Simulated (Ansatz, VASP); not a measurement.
## SiNi in VASP and in Ansatz

```
CELL_PARAMETERS angstrom
0.00000 2.31358 2.31358
2.31358 0.00000 2.31358
2.31358 2.31358 0.00000
ATOMIC_POSITIONS crystal
Ni 0.00000 0.00000 0.00000
Si 0.50000 0.50000 0.50000
```

Alike in both runs: functional PBE; k mesh 15 × 15 × 15; occupations fermi-dirac, width 0.05 eV; no spin polarisation.

Ansatz relaxed the structure, and its values are those at the end. VASP's run is a single point on that final structure, the one shown.

```csv
,VASP,Ansatz
version,VASP 6.6.1,Ansatz 0.2.0
potentials or method,"VASP PAW PBE potentials, release 64 (Ni, Si)","PAW with Ansatz's default frozen-core files, scalar-relativistic"
plane-wave cutoff (eV),520,420
valence electrons in the cell,14,22
```

```csv
,VASP,Ansatz,Ansatz less VASP
pressure (GPa),12.0,12.0,+0.04
```

The two sets of potentials don't hold the same shells in valence.

Spin polarisation is off, so any magnetic state and its effect on volume and gap are missing.
